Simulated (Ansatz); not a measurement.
CaO (zincblende), relaxed with r2SCAN in Ansatz: space group F-43m (No. 216), cubic; conventional cell a = 5.213 Å, 17.71 Å³ an atom. Ca has 4 O at 2.26 Å; O has 4 Ca at 2.26 Å. The cell was then strained (x, y and z are the cube axes), with the atoms relaxed again; stress is positive in compression. Computed, not measured; no magnetism was allowed, and whether the structure is a known phase isn't checked.

- Uniaxial +1.22 % along z, other directions held: r2SCAN's stress changes by -1.13 GPa along the strain and -0.91 GPa across it.
- Epitaxial strain of -1.0 % in the (001) plane: the free normal strain is +1.58 % and the in-plane stress changes by +0.49 GPa.
- Uniaxial strain of -1.0 % along [111], atoms relaxed: the xy stress changes by +0.246 GPa.

(1) Estimate C₁₁, C₁₂ and the bulk modulus from the uniaxial step.

(2) What do the film's normal strain and stress say about the elastic constants?

(3) How much elastic energy does the film store, with 17.71 Å³ an atom?

(4) Estimate C₄₄.

Answers

(1) With compression positive, C₁₁ ≈ −Δσ∥/ε = (+1.13)/(+0.0122) = 93 GPa and C₁₂ ≈ (+0.91)/(+0.0122) = 75 GPa; B = (C₁₁ + 2C₁₂)/3 = 81 GPa. A one-sided step carries third-order terms: it reads low by some per cent.

(2) ε⊥/ε∥ = (+0.0158)/(-0.0100) = -1.58, which linear elasticity sets to −2C₁₂/C₁₁ = -1.61 from the uniaxial step. The biaxial modulus is M = −Δσ/ε∥ = 49 GPa (C₁₁ + C₁₂ − 2C₁₂²/C₁₁ = 47 GPa).

(3) u = M ε∥² = −Δσ ε∥ = -0.49 × (-0.0100) = 0.0049 GPa, and 1 GPa Å³ is 6.2415 meV: 0.54 meV an atom. The total energies of the two runs differ by 0.48 meV an atom.

(4) A strain ε along [111] has ε_xy = ε/3 = -0.00333, an engineering shear of 2ε/3, so C₄₄ ≈ −Δσ_xy/(2ε/3) = 37 GPa, atoms relaxed.
